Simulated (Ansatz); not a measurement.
# Iridium, fcc under PBEsol: from relaxation to bulk modulus, part 2 of 2

The plan for iridium in the fcc structure: relax it, solve it on a dense k-mesh, switch on spin-orbit coupling, then scale the cell to 7 volumes from 88 to 112 % of the relaxed one and try a fit of the equation of state. The k-meshes are 14×14×14 for the relaxation; 23×23×23 for the dense run; 14×14×14 for spin-orbit coupling; 23×23×23 for the volumes. It starts from a deposited cell (COD).

Ansatz 0.2.0; DFT, PBEsol, plane waves (420 eV) with PAW, scalar-relativistic.

## (5) The cell scaled to 88 % of its volume

Contents of input.yaml:

```yaml
crystal:
  lattice:
    - [0.0, 1.8358905801, 1.8358905801]
    - [1.8358905801, 0.0, 1.8358905801]
    - [1.8358905801, 1.8358905801, 0.0]
  atoms:
    - { symbol: Ir, position: [0.0, 0.0, 0.0] }
hamiltonian:
  xc: pbesol
  pseudopotentials:
    kind: paw
    azcp:
      Ir: "pseudopotentials/Ir.paw.azcp"
basis:
  ecutwfc: 420
  fft_grid_basis: typed
kpoints:
  mp_grid: { grid: [23, 23, 23], shift: [0, 0, 0] }
magnetization:
  spin_polarized: false
scf:
  occupations: { method: fermi_dirac, width: 0.1 }
output:
  stress: true
```

Standard output, cut to the lines that bear on the results:

```text
Warning: <dir> the record states the generating functional pbe (its physics header spells it `PBE`), which answers neither for hamiltonian.xc's functional nor for the pbesol family's — results may be inconsistent (PPs are generated against a specific XC)
Warning: RAYON_NUM_THREADS=4 ignored (pool sized by the plan → 4); use --threads N
[...]
Pseudopotentials: kind: paw
Pseudopotential: Ir, paw, valence charge 17, recommended cutoff 420 eV (normal), <dir>
Functional definition: PBEsol
[...]
Crystal: 1 atoms, lattice volume = 12.376 Å³
Basis set: ecut = 420 eV, 259 PW (Γ)
Bands: 13, of which v1, the nominal top of the filled ones, is band 9 counted from 1 (8 counted from 0)
Symmetry: 48 space group operations
Space group: Fm-3m (ITA 225), of the structure as read, at distance tolerance 2.3e-5 Å
k-points: 364 of 12167
[...]
SCF iter   1: F=—  HF=-11798.740194 eV  |F-HF|=—  |Δ(HF+E_count)|=         —  Δρ=7.08e-3  dr2=1.91e-3  ethr=1.77e-3  ⟨swp⟩=5.0  Hψ=24046  notcnv=0
[...]
SCF iter   6: F=-11798.739171 eV  HF=-11798.739171 eV  |F-HF|=2.00e-11  |Δ(HF+E_count)|=   1.13e-9  Δρ=7.39e-7  dr2=3.61e-11  ethr=2.33e-11  ⟨swp⟩=2.0  Hψ=14197  notcnv=0
[...]
SCF converged after 6 iterations
Free energy (F): -11798.739171 eV
[...]
E sigma→0 (E₀):  -11798.728370 eV
Entropy (-TS):   -0.021603 eV (-21.603 meV/atom)
Fermi energy:    30.254489 eV
[...]
--- Stress (GPa, compression-positive) ---
       67.426314       0.000000       0.000000
        0.000000      67.426314      -0.000000
        0.000000      -0.000000      67.426314
  P = ⅓ Tr σ = 67.4263 GPa (674.263 kbar)
```

It took 0.78 s on 4 threads of an x86-64 CPU, shared host; peak memory 0.39 GiB.

## (6) The cell scaled to 92 % of its volume

input.yaml: that of step 5 with these lines changed.

```diff
@@ -2,5 +2,5 @@
   lattice:
-    - [0.0, 1.8358905801, 1.8358905801]
-    - [1.8358905801, 0.0, 1.8358905801]
-    - [1.8358905801, 1.8358905801, 0.0]
+    - [0.0, 1.8632959724, 1.8632959724]
+    - [1.8632959724, 0.0, 1.8632959724]
+    - [1.8632959724, 1.8632959724, 0.0]
   atoms:
```

Standard output, cut to the lines that bear on the results:

```text
Warning: <dir> the record states the generating functional pbe (its physics header spells it `PBE`), which answers neither for hamiltonian.xc's functional nor for the pbesol family's — results may be inconsistent (PPs are generated against a specific XC)
Warning: RAYON_NUM_THREADS=4 ignored (pool sized by the plan → 4); use --threads N
[...]
[... 3 set-up lines as earlier in the session ...]
[...]
Crystal: 1 atoms, lattice volume = 12.938 Å³
Basis set: ecut = 420 eV, 259 PW (Γ)
Bands: 13, of which v1, the nominal top of the filled ones, is band 9 counted from 1 (8 counted from 0)
[... 2 set-up lines as earlier in the session ...]
k-points: 364 of 12167
[...]
SCF iter   1: F=—  HF=-11798.925144 eV  |F-HF|=—  |Δ(HF+E_count)|=         —  Δρ=6.30e-3  dr2=1.58e-3  ethr=1.77e-3  ⟨swp⟩=5.0  Hψ=23907  notcnv=0
[...]
SCF iter   6: F=-11798.924588 eV  HF=-11798.924588 eV  |F-HF|=1.27e-11  |Δ(HF+E_count)|=   1.41e-9  Δρ=7.24e-7  dr2=2.58e-11  ethr=2.42e-11  ⟨swp⟩=1.9  Hψ=14167  notcnv=0
[...]
SCF converged after 6 iterations
Free energy (F): -11798.924588 eV
[...]
E sigma→0 (E₀):  -11798.912845 eV
Entropy (-TS):   -0.023485 eV (-23.485 meV/atom)
Fermi energy:    28.652733 eV
[...]
--- Stress (GPa, compression-positive) ---
       39.313811       0.000000      -0.000000
        0.000000      39.313811      -0.000000
       -0.000000       0.000000      39.313811
  P = ⅓ Tr σ = 39.3138 GPa (393.138 kbar)
```

Wall time 0.78 s (4 threads of an x86-64 CPU, shared host); peak memory 0.39 GiB.

## (7) The cell scaled to 96 % of its volume

input.yaml: that of step 6 with these lines changed.

```diff
@@ -2,5 +2,5 @@
   lattice:
-    - [0.0, 1.8632959724, 1.8632959724]
-    - [1.8632959724, 0.0, 1.8632959724]
-    - [1.8632959724, 1.8632959724, 0.0]
+    - [0.0, 1.8899180831, 1.8899180831]
+    - [1.8899180831, 0.0, 1.8899180831]
+    - [1.8899180831, 1.8899180831, 0.0]
   atoms:
```

Standard output, cut to the lines that bear on the results:

```text
Warning: <dir> the record states the generating functional pbe (its physics header spells it `PBE`), which answers neither for hamiltonian.xc's functional nor for the pbesol family's — results may be inconsistent (PPs are generated against a specific XC)
Warning: RAYON_NUM_THREADS=4 ignored (pool sized by the plan → 4); use --threads N
[...]
[... 3 set-up lines as earlier in the session ...]
[...]
Crystal: 1 atoms, lattice volume = 13.501 Å³
Basis set: ecut = 420 eV, 259 PW (Γ)
Bands: 13, of which v1, the nominal top of the filled ones, is band 9 counted from 1 (8 counted from 0)
[... 2 set-up lines as earlier in the session ...]
k-points: 364 of 12167
[...]
SCF iter   1: F=—  HF=-11799.022552 eV  |F-HF|=—  |Δ(HF+E_count)|=         —  Δρ=5.81e-3  dr2=1.58e-3  ethr=1.77e-3  ⟨swp⟩=5.0  Hψ=23810  notcnv=0
[...]
SCF iter   6: F=-11799.022238 eV  HF=-11799.022238 eV  |F-HF|=3.64e-12  |Δ(HF+E_count)|=  6.15e-10  Δρ=4.64e-7  dr2=5.79e-12  ethr=1.08e-11  ⟨swp⟩=1.7  Hψ=13729  notcnv=0
[...]
SCF converged after 6 iterations
Free energy (F): -11799.022238 eV
[...]
E sigma→0 (E₀):  -11799.009480 eV
Entropy (-TS):   -0.025517 eV (-25.517 meV/atom)
Fermi energy:    27.180482 eV
[...]
--- Stress (GPa, compression-positive) ---
       17.190763       0.000000       0.000000
       -0.000000      17.190763      -0.000000
       -0.000000       0.000000      17.190763
  P = ⅓ Tr σ = 17.1908 GPa (171.908 kbar)
```

Wall time 0.8 s (4 threads of an x86-64 CPU, shared host); peak memory 0.4 GiB.

## (8) The cell scaled to 100 % of its volume

input.yaml: that of step 7 with these lines changed.

```diff
@@ -2,5 +2,5 @@
   lattice:
-    - [0.0, 1.8899180831, 1.8899180831]
-    - [1.8899180831, 0.0, 1.8899180831]
-    - [1.8899180831, 1.8899180831, 0.0]
+    - [0.0, 1.9158105894, 1.9158105894]
+    - [1.9158105894, 0.0, 1.9158105894]
+    - [1.9158105894, 1.9158105894, 0.0]
   atoms:
```

Standard output, cut to the lines that bear on the results:

```text
Warning: <dir> the record states the generating functional pbe (its physics header spells it `PBE`), which answers neither for hamiltonian.xc's functional nor for the pbesol family's — results may be inconsistent (PPs are generated against a specific XC)
Warning: RAYON_NUM_THREADS=4 ignored (pool sized by the plan → 4); use --threads N
[...]
[... 3 set-up lines as earlier in the session ...]
[...]
Crystal: 1 atoms, lattice volume = 14.063 Å³
Basis set: ecut = 420 eV, 283 PW (Γ)
Bands: 13, of which v1, the nominal top of the filled ones, is band 9 counted from 1 (8 counted from 0)
[... 2 set-up lines as earlier in the session ...]
k-points: 364 of 12167
[...]
SCF iter   1: F=—  HF=-11799.051084 eV  |F-HF|=—  |Δ(HF+E_count)|=         —  Δρ=5.67e-3  dr2=1.92e-3  ethr=1.77e-3  ⟨swp⟩=5.0  Hψ=23858  notcnv=0
[...]
SCF iter   6: F=-11799.050829 eV  HF=-11799.050829 eV  |F-HF|=8.00e-11  |Δ(HF+E_count)|=   1.83e-9  Δρ=1.04e-6  dr2=1.21e-10  ethr=3.15e-11  ⟨swp⟩=1.8  Hψ=13784  notcnv=0
[...]
SCF converged after 6 iterations
Free energy (F): -11799.050829 eV
[...]
E sigma→0 (E₀):  -11799.036980 eV
Entropy (-TS):   -0.027698 eV (-27.698 meV/atom)
Fermi energy:    25.823087 eV
[...]
--- Stress (GPa, compression-positive) ---
       -0.208328      -0.000000      -0.000000
       -0.000000      -0.208328      -0.000000
        0.000000      -0.000000      -0.208328
  P = ⅓ Tr σ = -0.2083 GPa (-2.083 kbar)
```

Wall time 1.1 s (4 threads of an x86-64 CPU, shared host); peak memory 0.4 GiB.

## (9) The cell scaled to 104 % of its volume

input.yaml: that of step 8 with these lines changed.

```diff
@@ -2,5 +2,5 @@
   lattice:
-    - [0.0, 1.9158105894, 1.9158105894]
-    - [1.9158105894, 0.0, 1.9158105894]
-    - [1.9158105894, 1.9158105894, 0.0]
+    - [0.0, 1.9410215146, 1.9410215146]
+    - [1.9410215146, 0.0, 1.9410215146]
+    - [1.9410215146, 1.9410215146, 0.0]
   atoms:
```

Standard output, cut to the lines that bear on the results:

```text
Warning: <dir> the record states the generating functional pbe (its physics header spells it `PBE`), which answers neither for hamiltonian.xc's functional nor for the pbesol family's — results may be inconsistent (PPs are generated against a specific XC)
Warning: RAYON_NUM_THREADS=4 ignored (pool sized by the plan → 4); use --threads N
[...]
[... 3 set-up lines as earlier in the session ...]
[...]
Crystal: 1 atoms, lattice volume = 14.626 Å³
Basis set: ecut = 420 eV, 283 PW (Γ)
Bands: 13, of which v1, the nominal top of the filled ones, is band 9 counted from 1 (8 counted from 0)
[... 2 set-up lines as earlier in the session ...]
k-points: 364 of 12167
[...]
SCF iter   1: F=—  HF=-11799.025559 eV  |F-HF|=—  |Δ(HF+E_count)|=         —  Δρ=5.77e-3  dr2=2.47e-3  ethr=1.77e-3  ⟨swp⟩=5.0  Hψ=23605  notcnv=0
[...]
SCF iter   6: F=-11799.025158 eV  HF=-11799.025158 eV  |F-HF|=1.64e-10  |Δ(HF+E_count)|=   4.90e-9  Δρ=1.70e-6  dr2=2.46e-10  ethr=7.90e-11  ⟨swp⟩=2.0  Hψ=14089  notcnv=0
[...]
SCF converged after 6 iterations
Free energy (F): -11799.025158 eV
[...]
E sigma→0 (E₀):  -11799.010145 eV
Entropy (-TS):   -0.030026 eV (-30.026 meV/atom)
Fermi energy:    24.567993 eV
[...]
--- Stress (GPa, compression-positive) ---
      -13.862575       0.000000      -0.000000
        0.000000     -13.862575       0.000000
        0.000000       0.000000     -13.862575
  P = ⅓ Tr σ = -13.8626 GPa (-138.626 kbar)
```

Wall time 1.1 s (4 threads of an x86-64 CPU, shared host); peak memory 0.4 GiB.

## (10) The cell scaled to 108 % of its volume

input.yaml: that of step 9 with these lines changed.

```diff
@@ -2,5 +2,5 @@
   lattice:
-    - [0.0, 1.9410215146, 1.9410215146]
-    - [1.9410215146, 0.0, 1.9410215146]
-    - [1.9410215146, 1.9410215146, 0.0]
+    - [0.0, 1.9655940158, 1.9655940158]
+    - [1.9655940158, 0.0, 1.9655940158]
+    - [1.9655940158, 1.9655940158, 0.0]
   atoms:
```

Standard output, cut to the lines that bear on the results:

```text
Warning: <dir> the record states the generating functional pbe (its physics header spells it `PBE`), which answers neither for hamiltonian.xc's functional nor for the pbesol family's — results may be inconsistent (PPs are generated against a specific XC)
Warning: RAYON_NUM_THREADS=4 ignored (pool sized by the plan → 4); use --threads N
[...]
[... 3 set-up lines as earlier in the session ...]
[...]
Crystal: 1 atoms, lattice volume = 15.188 Å³
Basis set: ecut = 420 eV, 307 PW (Γ)
Bands: 13, of which v1, the nominal top of the filled ones, is band 9 counted from 1 (8 counted from 0)
[... 1 set-up line as earlier in the session ...]
Space group: Fm-3m (ITA 225), of the structure as read, at distance tolerance 2.5e-5 Å
k-points: 364 of 12167
[...]
SCF iter   1: F=—  HF=-11798.957567 eV  |F-HF|=—  |Δ(HF+E_count)|=         —  Δρ=6.14e-3  dr2=3.43e-3  ethr=1.77e-3  ⟨swp⟩=5.0  Hψ=23603  notcnv=0
[...]
SCF iter   6: F=-11798.956975 eV  HF=-11798.956975 eV  |F-HF|=3.64e-12  |Δ(HF+E_count)|=  3.24e-10  Δρ=2.46e-7  dr2=3.83e-12  ethr=7.49e-12  ⟨swp⟩=2.0  Hψ=13319  notcnv=0
[...]
SCF converged after 6 iterations
Free energy (F): -11798.956975 eV
[...]
E sigma→0 (E₀):  -11798.940725 eV
Entropy (-TS):   -0.032499 eV (-32.499 meV/atom)
Fermi energy:    23.404399 eV
[...]
--- Stress (GPa, compression-positive) ---
      -24.535017      -0.000000       0.000000
       -0.000000     -24.535017       0.000000
        0.000000       0.000000     -24.535017
  P = ⅓ Tr σ = -24.5350 GPa (-245.350 kbar)
```

Run time: 0.96 s. Hardware: 4 threads of an x86-64 CPU, shared host; peak memory 0.4 GiB.

## (11) The cell scaled to 112 % of its volume

input.yaml: that of step 10 with these lines changed.

```diff
@@ -2,5 +2,5 @@
   lattice:
-    - [0.0, 1.9655940158, 1.9655940158]
-    - [1.9655940158, 0.0, 1.9655940158]
-    - [1.9655940158, 1.9655940158, 0.0]
+    - [0.0, 1.9895670372, 1.9895670372]
+    - [1.9895670372, 0.0, 1.9895670372]
+    - [1.9895670372, 1.9895670372, 0.0]
   atoms:
```

Standard output, cut to the lines that bear on the results:

```text
Warning: <dir> the record states the generating functional pbe (its physics header spells it `PBE`), which answers neither for hamiltonian.xc's functional nor for the pbesol family's — results may be inconsistent (PPs are generated against a specific XC)
Warning: RAYON_NUM_THREADS=4 ignored (pool sized by the plan → 4); use --threads N
[...]
[... 3 set-up lines as earlier in the session ...]
[...]
Crystal: 1 atoms, lattice volume = 15.751 Å³
Basis set: ecut = 420 eV, 331 PW (Γ)
Bands: 13, of which v1, the nominal top of the filled ones, is band 9 counted from 1 (8 counted from 0)
[... 2 set-up lines as earlier in the session ...]
k-points: 364 of 12167
[...]
SCF iter   1: F=—  HF=-11798.856638 eV  |F-HF|=—  |Δ(HF+E_count)|=         —  Δρ=6.52e-3  dr2=4.51e-3  ethr=1.77e-3  ⟨swp⟩=5.0  Hψ=23721  notcnv=0
[...]
SCF iter   6: F=-11798.855657 eV  HF=-11798.855657 eV  |F-HF|=5.46e-12  |Δ(HF+E_count)|=  6.55e-11  Δρ=2.10e-7  dr2=2.07e-12  ethr=5.97e-12  ⟨swp⟩=2.0  Hψ=13027  notcnv=0
[...]
SCF converged after 6 iterations
Free energy (F): -11798.855657 eV
[...]
E sigma→0 (E₀):  -11798.838101 eV
Entropy (-TS):   -0.035111 eV (-35.111 meV/atom)
Fermi energy:    22.323023 eV
[...]
--- Stress (GPa, compression-positive) ---
      -32.825254       0.000000      -0.000000
        0.000000     -32.825254      -0.000000
        0.000000      -0.000000     -32.825254
  P = ⅓ Tr σ = -32.8253 GPa (-328.253 kbar)
```

It took 0.96 s on 4 threads of an x86-64 CPU, shared host; peak memory 0.41 GiB.

## (12) Energy and pressure against volume

The cell was scaled evenly, with its shape and the fractional positions fixed.

| V (Å³/atom) | E − E₀ (meV/atom) | P from the stress (GPa) | P from the fit (GPa) |
| --- | --- | --- | --- |
| 12.376 | 308.6 | 67.43 | 67.29 |
| 12.938 | 124.1 | 39.31 | 39.01 |
| 13.501 | 27.5 | 17.19 | 16.86 |
| 14.063 | 0.0 | -0.21 | -0.52 |
| 14.626 | 26.8 | -13.86 | -14.18 |
| 15.188 | 96.2 | -24.54 | -24.89 |
| 15.751 | 198.8 | -32.83 | -33.29 |

Fit (Birch-Murnaghan, third order): V₀ = 14.044 Å³/atom, B₀ = 387 GPa, B₀′ = 5.0, largest residual 0.08 meV/atom.

Fit and stress differ a little: one follows E(σ → 0), the other the smeared free energy.

## (13) Outcome

The summary covers parts 1 to 2.

```
                      quantity                         value
space group (spins left aside)               Fm-3m (No. 225)
             conventional cell                   a = 3.832 Å
                        volume                14.063 Å³/atom
             shortest distance                       2.709 Å
   against the measured volume       -0.6 % (14.149 Å³/atom)
               gap on the mesh  none (levels filled in part)
                   V₀, B₀, B₀′  14.044 Å³/atom, 387 GPa, 5.0
```

**Reading.** PBEsol puts the volume 0.6 % below the deposited one. Part of the miss is zero-point motion and any thermal expansion in the deposited cell. No gap shows: it is a metal or semimetal at this level. Totals with and without spin-orbit coupling (-31.2 eV/atom apart) can't be read as binding, since the two-component data shift the zero of energy. B₀ comes out at 387 GPa, among the stiffest elements.
